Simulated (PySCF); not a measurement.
**Where the electron goes**

tert-butanol, C4H10O.
Structure used (GFN2-xTB), in Å, numbered top down from 1:
```xyz
15
C4H10O angstrom
C     -0.730   -1.246    0.042
C      0.049    0.059    0.243
C     -0.608    1.189   -0.560
C      1.506   -0.121   -0.183
O      0.083    0.399    1.622
H     -1.768   -1.123    0.347
H     -0.708   -1.543   -1.002
H     -0.286   -2.037    0.642
H     -1.648    1.314   -0.264
H     -0.082    2.124   -0.381
H     -0.576    0.967   -1.623
H      1.565   -0.386   -1.234
H      1.964   -0.907    0.411
H      2.055    0.800   -0.012
H     -0.821    0.522    1.931
```

The calculation used TDDFT B3LYP/def2-SVPD, vertical, gas phase, core orbitals frozen in the response in PySCF 2.14.0, density-fitted response routines.

Frontier orbitals with the atoms that hold most of them (Löwdin shares over 4%, at most four atoms; ? is withheld):

| orbital | ε (eV) | atoms |
| --- | --- | --- |
| HOMO-3 | -9.90 | O5 30%, C4 12%, C3 11%, C1 11% |
| HOMO-2 | -9.65 | C3 16%, C1 16%, O5 13%, C4 11% |
| HOMO-1 | -8.81 | ? |
| HOMO | -7.57 | O5 60%, C2 11%, C1 10%, C3 9% |
| LUMO | 0.14 | ? |
| LUMO+1 | 1.18 | O5 25%, H15 17%, C4 10%, H12 6% |
| LUMO+2 | 1.47 | C3 14%, C1 14%, H10 11%, H8 11% |

(1) Which atoms hold the HOMO-1, and with what shares?

(2) Which atoms hold the LUMO, and with what shares?

(3) How does S1 compare with the orbital gap of 7.71 eV?

(4) Give energy, strength and leading configuration of S1, S2, S3 and S7, and follow the Löwdin shares of the leading atoms from the occupied to the empty orbital.

Answers

(1) O5 (bonded to C and H) 27%; C2 (bonded to 3 C and O) 21%; C4 (bonded to C and 3 H) 17%; C3 (bonded to C and 3 H) 9%. By element: carbon 46% or more, oxygen 27%.

(2) O5 (bonded to C and H) 15%; C3 (bonded to C and 3 H) 13%; C1 (bonded to C and 3 H) 13%; H15 (bonded to O) 12%. By element: carbon 25% or more, oxygen 15%, hydrogen 12% or more.

(3) S1 is at 6.66 eV (f = 0.024), 1.06 eV below the gap, made of HOMO→LUMO (95%). 

(4) 
- S1 (6.66 eV, f 0.024), HOMO→LUMO (95%): O5 60% → 15%, C2 11% → at most 12%, C3 9% → 13%
- S2 (7.74 eV, f 0.011), HOMO→LUMO+1 (94%): O5 60% → 25%, C2 11% → at most 7%, H15 at most 10% → 17%
- S3 (8.01 eV, f 0.061), HOMO-1→LUMO (98%): O5 27% → 15%, C2 21% → at most 12%, C3 9% → 13%
- S7 (8.85 eV, f 0.0004), HOMO-2→LUMO (74%): C3 16% → 13%, C1 16% → 13%, O5 13% → 15%

Löwdin shares depend on the basis, the more so with diffuse functions.
